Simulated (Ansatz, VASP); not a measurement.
## Two plane-wave programs on MoH8

```
CELL_PARAMETERS angstrom
3.41427 0.00000 0.00000
-1.70714 2.95685 0.00000
0.00000 0.00000 5.89400
ATOMIC_POSITIONS crystal
H 0.00000 0.00000 0.20102
H 0.00000 0.00000 0.79898
H 0.50000 0.00000 0.64980
H 0.00000 0.50000 0.64980
H 0.50000 0.50000 0.64980
H 0.50000 0.00000 0.35020
H 0.00000 0.50000 0.35020
H 0.50000 0.50000 0.35020
Mo 0.00000 0.00000 0.50000
```

Alike in both runs: functional PBE; k mesh 12 × 12 × 6; occupations gaussian, width 0.01 eV; no spin polarisation.

Ansatz relaxed the structure, and its values are those at the end. VASP's run is a single point on that final structure, the one shown.

|  | VASP | Ansatz |
| --- | --- | --- |
| version | VASP 6.6.1 | Ansatz 0.2.0 |
| potentials or method | VASP PAW PBE potentials, release 64 (H, Mo_sv) | scalar-relativistic, plane waves, PAW |
| plane-wave cutoff (eV) | 520 | 420 |
| valence electrons in the cell | 22 | 22 |

VASP gave:

- gap on the k mesh at the Fermi level (eV): 0.13
- least direct gap on the mesh (eV): 0.23
- pressure (GPa): -0.1
- rms of the force components (eV/Å): 0.006

Problem. Estimate Ansatz's values.

Solution. gap on the k mesh at the Fermi level (eV): 0.13; least direct gap on the mesh (eV): 0.23; pressure (GPa): 0.0; rms of the force components (eV/Å): 0.001.

The functional is the same, so the differences come from potentials, cutoffs and numerics.
